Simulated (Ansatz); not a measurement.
Method: r²SCAN, scalar-relativistic; no spin polarisation; PAW, 500 eV, Γ-centred 8×8×6 mesh, 0.05 eV Gaussian smearing; code Ansatz. The datasets are Ansatz's generated set soft_2.

A compound XC has these computed properties.

```yaml
Space_group: P6_3mc (No. 186)
Conventional_cell: a = 3.076 Å, b = 3.076 Å, c = 5.047 Å, α = 90.00°, β = 90.00°, γ = 120.00°
Volume: 10.34 Å³/atom
Band_gap: 2.65 eV (band path included; the mesh alone gives 2.91 eV)
Smallest_direct_gap: 4.47 eV
Bader_charges: X 2.88; C -2.88 e
Formation_energy_from_the_elements_0_K_uncorrected: -0.29 eV/atom
```

Sites: X on 2b, C on 2b.

Q: Which element is X?
A. Al
B. S
C. P
D. Si

A: D. X is Si, so the compound is SiC.

The chain of runs began from a cell as deposited in COD, expanded in volume.

Kohn–Sham gaps of semilocal functionals lie under measured ones, often by a third or more.
